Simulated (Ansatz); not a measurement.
**Notes on RbBr**

```xyz
8
Lattice="-6.9150 0.0441 -0.0593 0.0593 0.0103 6.9152 3.4430 6.9134 3.4975" Properties=species:S:1:pos:R:3 pbc="T T T"
Rb    0.0578    0.0832    6.8401
Rb    0.1898    6.8221    7.0113
Rb   -3.5200    3.5052    6.7940
Rb    0.0742    3.4161    3.4849
Br   -3.4906    3.3266    3.4557
Br    0.0789    3.4752    6.9534
Br   -3.4218    6.9154    7.0042
Br   -3.4115    0.0968    6.8441
```

Level: r2SCAN, no spin polarisation; 500 eV; 3×3×3 (shifted by 0.5, 0.5, 0 steps) mesh; fermi-dirac occupations (width 0.1 eV); Ansatz 0.2.0, fixed geometry.

- Contacts: Rb–Br at 3.28 Å: least valence density 0.10 e/Å³ and ELF 0.05 there, a closed-shell (ionic or weak) contact. Both are smooth PAW fields, read partly inside the augmentation spheres.
- Stress: The pressure is 0.2 GPa (compression positive), so with the atoms held at these fractions the cell is close to zero pressure.
- Electronic structure: The gap on the k mesh is 5.33 eV; the mesh may miss the band edges, so the true gap of this level can be smaller.
- Formation energy: -1.97 eV an atom against the elements' usual phases (free molecules for gases, crystals otherwise, with no correction for O₂ or N₂), so it is bound against them; other compounds may still compete. Relaxing would lower it.

Origin: a strained cell with displaced atoms, so it need not be a known compound. Caveats: an odd or shifted mesh can miss the band edges, so this level's true gap may be smaller.
